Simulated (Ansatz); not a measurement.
Reaction (ligand exchange at the Al–S bond): `[AlH2][S][SnH3]` + `N=C(N)O` → `N/C(O)=[N]\[AlH2]` + `[SH][SnH3]`

Isolated molecules relaxed with PBE0-D4/def2-TZVP in Ansatz; ΔE leaves out vibrations. CCSD(T)/CBS adds triple-zeta CCSD(T) − MP2 to the extrapolated MP2 energy (def2 sets, frozen cores). DFT in def2-TZVPP. B3LYP here is the variant with VWN-RPA as its local correlation; programs differ in this. Elements past krypton have def2 core potentials. For Sn outer-core shells are correlated without core-valence functions, which leaves a few kJ/mol of doubt a bond. One conformer a species, not always the lowest.

`[AlH2][S][SnH3]`:

```xyz
8

Al   -1.135   -0.578    1.493
S    -1.477   -0.037   -0.581
Sn    0.798    0.453   -1.215
H     0.348   -0.534    2.051
H    -2.383   -0.997    2.367
H     1.386    1.726   -0.245
H     0.714    0.915   -2.852
H     1.748   -0.948   -1.017
```

`N=C(N)O`:

```xyz
8

N     1.085    0.656    0.526
C     0.083    0.092   -0.009
N    -1.051   -0.194    0.691
O    -0.075   -0.283   -1.305
H     1.820    0.866   -0.140
H    -0.955   -0.141    1.690
H    -1.640   -0.923    0.329
H     0.732   -0.074   -1.783
```

`N/C(O)=[N]\[AlH2]`:

Cartesian coordinates in Å:
```
N 0.816 0.752 1.488
C 0.726 0.247 0.229
O 1.945 0.286 -0.364
N -0.302 -0.215 -0.318
Al -1.767 -0.871 -0.966
H -0.044 0.955 1.961
H 1.632 1.281 1.737
H 1.825 -0.107 -1.235
H -2.104 -2.402 -0.727
H -2.726 0.072 -1.805
```

`[SH][SnH3]`:

Cartesian coordinates in Å:
```
S 0.370 0.587 1.728
Sn 0.151 -0.269 -0.509
H -0.884 1.066 1.767
H -0.214 1.012 -1.574
H -1.088 -1.440 -0.551
H 1.667 -0.956 -0.860
```

CCSD(T)/CBS gives +22.8 kJ/mol.

Q: Another level gave +16.3 kJ/mol. Which?
A. PBE0-D4/def2-TZVPP
B. B2PLYP/def2-TZVPP
C. SCS-MP2/def2-TZVPP
D. B3LYP/def2-TZVPP

A: C. SCS-MP2/def2-TZVPP 16.3, PBE0-D4 20.9, B3LYP 7.5, B2PLYP 11.5 kJ/mol.

Largest T1 diagnostic among the species: 0.014.

In def2-TZVPP, CCSD(T) changes the Hartree–Fock value by +5.8 kJ/mol (the triples alone add +1.5 kJ/mol) and MP2 by +5.2 kJ/mol.

CCSD(T)/CBS has its own doubt, a few kJ/mol and more with outer-core shells, so smaller differences from it don't rank the levels.
